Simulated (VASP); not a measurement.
Here is a VASP 6.6.1 calculation.

Contents of INCAR:

```
PREC = Accurate ; ENCUT = 520
EDIFF = 1E-7 ; ISMEAR = 0
SIGMA = 0.1 ; LREAL = False
LASPH = True ; NELM = 100
ALGO = Normal ; ISIF = 3
LWAVE = False ; LCHARG = False
GGA = PE ; IBRION = 2
NSW = 80 ; EDIFFG = -0.002
```

KPOINTS

```
Automatic mesh
0
Gamma
  6 6 6
```

POSCAR

```
W                                       
1.0
   -1.5895238436      1.5895238436      1.5895238436
    1.5895238436     -1.5895238436      1.5895238436
    1.5895238436      1.5895238436     -1.5895238436
  W             
     1
Direct
     0.0000000000000000    0.0000000000000000    0.0000000000000000
```

Potentials or basis: VASP PAW PBE potentials, release 64 (W_sv).

Run with:

```console
$ cat potpaw_PBE.64/W_sv/POTCAR > POTCAR
$ mpirun -np 1 vasp_std > vasp.out
```

Question: Predict the band gap on the k mesh.

Answer: None (metal or under the smearing width).

Final structure:
```xyz
1
Lattice="-1.5895 1.5895 1.5895 1.5895 -1.5895 1.5895 1.5895 1.5895 -1.5895" Properties=species:S:1:pos:R:3 pbc="T T T"
W     0.0000    0.0000    0.0000
```

Caveat: the k mesh is coarse (spacing up to 0.47 Å⁻¹), so the values aren't converged; the relaxation stopped at its first step, so nothing moved. The run has no spin-orbit coupling, so splittings on W are missing.
